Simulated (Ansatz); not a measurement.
## Sb: strain energy, fitted

Sb, Pm-3m, a = 3.062 Å. This isn't the element's structure at ambient conditions. Ansatz: PBEsol, PAW, 420 eV, Γ-centred 18×18×18 mesh on 1 atom, Gaussian smearing 0.10 eV; no spin polarisation. Series: uniaxial strain along c, with a, b and atoms relaxed; x is the strain in per cent. y is the free energy over the unstrained cell, V0 = 28.702 Å³/atom.

```
x (%) y (meV/atom)
 -3.0         13.70
 -2.0          5.91
 -1.0          1.38
  0.0          0.00
  1.0          1.13
  2.0          4.51
  3.0             ?
```

Question: Fit y = c2 x² + c3 x³ to the other rows, turn c2 into a modulus, and predict the missing energy.

Answer: Least squares on the rows shown. y = 1.289 x² − 0.07940 x³. In eV per unit strain² c2 is 12.89; this is Young's modulus along the axis (E = ½ Y V0 ε²): 2 × 12.89 × 160.2 / (28.702) = 144 GPa. At x = 3.0 the fit asked for gives 9.46 meV/atom. The run gave 10.01 meV/atom, so the fit is 0.55 meV/atom too low, 4 % of the span of the series, against an rms of 0.07 meV/atom on the fitted rows. The row lies outside the fitted range. With a term in x⁴ added, a fit to the same known rows predicts 9.04 meV/atom, further off still.